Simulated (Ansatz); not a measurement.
The system is Si2Mo.

```xyz
9
Lattice="4.5855 0.0000 0.0000 -2.2927 3.9711 0.0000 0.0000 0.0000 6.5798" Properties=species:S:1:pos:R:3 pbc="T T T"
Mo    1.1464    1.9856    5.4831
Mo   -1.1464    1.9856    1.0966
Mo    2.2927    0.0000    3.2899
Si    0.0000    1.3015    3.2899
Si    1.1656    3.3204    1.0966
Si    3.4583    0.6508    5.4831
Si    2.2927    2.6696    3.2899
Si    1.1272    0.6508    1.0966
Si   -1.1656    3.3204    5.4831
```

Measurements of this composition are mostly on another form, of space group No. 139.

* Program: Ansatz 0.2.0
* Task: relaxation of cell and atoms
* Functional: LDA
* Potentials or basis: Ansatz PAW
* Cutoff: 420 eV (not typed: the program's choice for these potentials)
* k mesh: 7 × 7 × 4
* Occupations: fermi-dirac, width 0.05 eV
* Spin: no spin polarisation

At the start: volume 13.31 Å³/atom.

Where does the relaxation end?

It ends after 5 steps and the volume is 13.01 Å³/atom (-2.2 %); space group P6_222 (No. 180, to 0.05 Å).

Step by step:
```csv
step,energy change (eV),largest force (eV/Å),volume (Å³)
1,0.0000,0.0543,119.81
2,-0.0398,0.0388,116.38
3,-0.0433,0.0039,117.16
4,-0.0434,0.0002,117.13
5,-0.0428,0.0002,117.13
```

Final structure:
```cif
data_structure
_symmetry_space_group_name_H-M 'P 1'
_symmetry_Int_Tables_number 1
_cell_length_a 4.5509
_cell_length_b 4.5509
_cell_length_c 6.5306
_cell_angle_alpha 90.000
_cell_angle_beta 90.000
_cell_angle_gamma 120.000
_cell_volume 117.13
loop_
_atom_site_label
_atom_site_type_symbol
_atom_site_fract_x
_atom_site_fract_y
_atom_site_fract_z
_atom_site_occupancy
Mo1 Mo 0.50000 0.50000 0.83333 1
Mo2 Mo 0.00000 0.50000 0.16667 1
Mo3 Mo 0.50000 0.00000 0.50000 1
Si1 Si 0.16422 0.32844 0.50000 1
Si2 Si 0.67156 0.83578 0.16667 1
Si3 Si 0.83578 0.16422 0.83333 1
Si4 Si 0.83578 0.67156 0.50000 1
Si5 Si 0.32844 0.16422 0.16667 1
Si6 Si 0.16422 0.83578 0.83333 1
```

Caveat: the plane-wave basis is chosen anew once the cell has moved, so the energies of steps on either side of that aren't comparable; the PAW data sets come from PBE, with cores solved anew for the run's functional, which leaves a small shift of forces and pressure.
